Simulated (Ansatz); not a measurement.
Rows from a G0W0 calculation on InGaP2 (quasi-random alloy, started on the GaP lattice) (Cm) (Ansatz 0.2.0; G0W0 on LDA, plane waves, PAW; PAW set soft_1; 2×2×2 mesh, 2938 empty bands, screening to 150 eV, PAW set soft_1 files), in eV. Spin-orbit coupling is left out.

```tsv
row	k	band	start	Σx	Σc at the solution	Vxc
A	Γ	v1	7.222	-16.992	1.067	-15.547
B	Γ	c1	8.259	-10.476	-4.120	-15.016
C	Γ	v2	7.218	-17.021	1.068	-15.573
D	Γ	c2	8.645	-7.039	-3.832	-11.046
```

**Question.** Give the quasiparticle energies and the shift of each level.

The quasiparticle equation reads E = start + Σx + Σc(E) − Vxc.

```tsv
row	E (eV)	shift (eV)
A	6.844	−0.378
B	8.678	+0.419
C	6.839	−0.379
D	8.820	+0.175
```

The gap over the computed points goes from 1.04 eV to 1.83 eV.

Limits: not at the basis limit; no spin-orbit coupling.

[Paths, hosts, dates, memory and timing lines, banners, echoed tables and standing remarks are left out of the program output.]

[Logs are printed without paths, hosts, clocks, repeated set-up lines and the standing remarks that a program may print on its own settings, such as how far it seeks lower states.]

[Runs of the session that timed out or met a known fault of the program may be left out.]

[Cells called generated may have been cut or substituted from an entry of the Crystallography Open Database or the Materials Project.]

[Hosts, paths, dates, database ids (printed as entryN), source tags and the programs' standing remarks are cut or masked in the printed files.]
